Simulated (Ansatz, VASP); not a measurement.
# One calculation of WS2, two programs

```
W S
1.0
     3.12548    0.00000    0.00000
    -1.56274    2.70675    0.00000
     0.00000    0.00000   16.95311
W S
1 2
Direct
  0.33333 0.66667 0.00000
  0.66667 0.33333 0.90796
  0.66667 0.33333 0.09204
```

Change from the starting cell: atom 3 moved 0.45 Å; relaxed back.

Alike in both runs: functional LDA; k mesh 12 × 12 × 2; occupations gaussian, width 0.05 eV; no spin polarisation.

Ansatz relaxed the structure, and its values are those at the end. VASP's run is a single point on that final structure, the one shown.

```csv
,VASP,Ansatz
version,VASP 6.6.1,Ansatz 0.2.0
potentials or method,"VASP PAW LDA potentials, release 64 (W_sv, S)","scalar-relativistic, plane waves, PAW"
plane-wave cutoff (eV),520,420
valence electrons in the cell,26,26
```

Ansatz gave:

| Property | Result |
| --- | --- |
| gap on the k mesh at the Fermi level (eV) | 1.99 |
| least direct gap on the mesh (eV) | 1.99 |
| rms of the force components (eV/Å) | 0.001 |

Task: What did VASP give for the same quantities?

Result: gap on the k mesh at the Fermi level (eV): 2.00; least direct gap on the mesh (eV): 2.00; rms of the force components (eV/Å): 0.024.

Ansatz warned: «stress_scf_threshold_loose».

Caveats: spin-orbit coupling is left out, which moves the levels of the heavy elements.
